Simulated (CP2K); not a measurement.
Y:

```
Y
1.0
     3.64740    0.00000    0.00000
    -1.82370    3.15874    0.00000
     0.00000    0.00000    5.73060
Y
2
Direct
  0.66667 0.33333 0.75000
  0.33333 0.66667 0.25000
```

Program: CP2K 2026.2. Alike in all runs: task band structure; no spin polarisation; cell as given; k mesh 8 × 8 × 5.

Problem. Order these runs on this cell by their pressure, lowest first.
A. level PBEsol; potentials or basis POTENTIAL_UZH Y GTH-PBE-q11; TZVP-MOLOPT-PBE-GTH basis; smearing fermi-dirac 0.0259 eV; NGRIDS 4; basis sets Y TZVP-MOLOPT-PBE-GTH-q11; potentials Y GTH-PBE-q11 of POTENTIAL_UZH; points a segment of the path (NPOINTS) 10; bands added on the path 6
B. level LDA; potentials or basis GTH_POTENTIALS Y GTH-PADE-q11; TZVP-MOLOPT-PBE-GTH basis; smearing fermi-dirac 0.0259 eV; NGRIDS 4; basis sets Y TZVP-MOLOPT-PBE-GTH-q11; potentials Y GTH-PADE-q11 of GTH_POTENTIALS; points a segment of the path (NPOINTS) 6; bands added on the path 4
C. level r2SCAN; potentials or basis POTENTIAL_UZH Y GTH-SCAN-q11; TZVP-MOLOPT-SCAN-GTH basis; smearing fermi-dirac 0.01 eV; NGRIDS 5; basis sets Y TZVP-MOLOPT-SCAN-GTH-q11; potentials Y GTH-SCAN-q11 of POTENTIAL_UZH; points a segment of the path (NPOINTS) 10; bands added on the path 4

Solution. B (-4.1 GPa), A (-1.9 GPa), C (1.5 GPa).

Caveats: the basis of atomic orbitals isn't converged, which shifts pressures, moduli and gaps; the potentials were made for another functional, which shifts forces and pressure (some runs).

Runs at the PBE level aren't shown here.
